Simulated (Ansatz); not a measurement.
Crystal: MnO.

```
Mn O
1.0
     0.00000    2.22391    2.22391
     2.22391    0.00000    2.22391
     2.22391    2.22391    0.00000
Mn O
1 1
Direct
  0.00000 0.00000 0.00000
  0.50000 0.50000 0.50000
```

The cell is a database's computed one.

Base run:

| Quantity | Value |
| --- | --- |
| Program | Ansatz 0.2.0 |
| Functional | PBEsol |
| Potentials or basis | all-electron LAPW, scalar-relativistic |
| Cutoff | 324 eV (chosen from the basis error) |
| Basis error allowed | 0.001 eV/atom |
| k mesh | 10 × 10 × 10 |
| Occupations | fermi-dirac, width 0.05 eV |
| Spin | collinear spin, ferromagnetic start |
| Starting moments | [4.0, 0.0] μB |

Its results: band gap on the k mesh none (metal or under the smearing width); pressure -7.1 GPa.

**Question.** The run is repeated on the same cell with these changes: spin from collinear spin, ferromagnetic start to no spin polarisation. What comes out?

**Answer.** Band gap on the k mesh none (metal or under the smearing width); pressure -41.3 GPa.

Caveats: semilocal functionals often make such compounds metallic where correlation or magnetic order opens a gap, which also shifts bond lengths; a cell with one magnetic atom can't hold antiferromagnetic order, which such compounds often take (some runs); a pressure of tens of GPa on the cell as given is suspect, and the run, the potentials or the cell itself is likely at fault (some runs); an odd number of electrons without spin polarisation forces a metal (some runs); a magnetic or distorted state may lie lower (some runs).
